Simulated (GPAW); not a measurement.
A run of GPAW 26.7.0 is set up as follows.

run.py

```python
from ase import Atoms
from ase.dft.bandgap import bandgap
from ase.io import write
from ase.units import GPa
from gpaw import GPAW, PW

atoms = Atoms(['Fe', 'Fe', 'O', 'O'],
              cell=[[0.0, 1.7524683509, 5.03158916],
                    [-3.0353642225, 0.0, 0.0],
                    [0.0, -1.7524683509, 2.51579458]],
              scaled_positions=[[0.0, 0.0, 0.0],
                                [0.5, 0.5, 0.0],
                                [0.5, 0.0, 0.5],
                                [0.0, 0.5, 0.5]],
              pbc=True)
atoms.set_initial_magnetic_moments([3.0, -1.5, 0.0, 0.0])

calc = GPAW(mode=PW(800),
            xc='PBE',
            kpts={'size': (5, 6, 8), 'gamma': True},
            occupations={'name': 'methfessel-paxton', 'order': 0, 'width': 0.05},
            nbands=29,
            convergence={'density': 1e-05, 'energy': 1e-05},
            maxiter=150,
            txt='gpaw.txt')
atoms.calc = calc
energy = atoms.get_potential_energy()
forces = atoms.get_forces()
stress = atoms.get_stress()
calc.write('gs.gpw')
write('result.traj', atoms)
print(f'Energy: {energy:.6f} eV')
print('Forces (eV/A):')
print(forces.round(4))
print('Stress (GPa):', (stress / GPa).round(3))
print('Moments:', calc.get_magnetic_moments().round(3))
print('Fermi level:', round(calc.get_fermi_level(), 4), 'eV')
print(f'Gap: {bandgap(calc)[0]:.4f} eV, direct: {bandgap(calc, direct=True)[0]:.4f} eV')
```

Potentials or basis: GPAW PAW data sets (gpaw-data 1.2.1), pw.

Launch:

```sh
$ OMP_NUM_THREADS=1 python run.py
```

Task: Estimate the band gap on the k mesh.

Result: None (metal or under the smearing width).

Task: What does it give for the pressure?

Result: 2.2 GPa.

Task: Predict the site moments.

Result: Fe +3.44, -3.44; O -0.07, +0.07 μB.

Stress tensor (GPa, compression positive):
```
2.81 0.00 0.00
0.00 3.24 2.34
0.00 2.34 0.68
```

Caveat: semilocal functionals often make such compounds metallic where correlation or magnetic order opens a gap, which also shifts bond lengths.
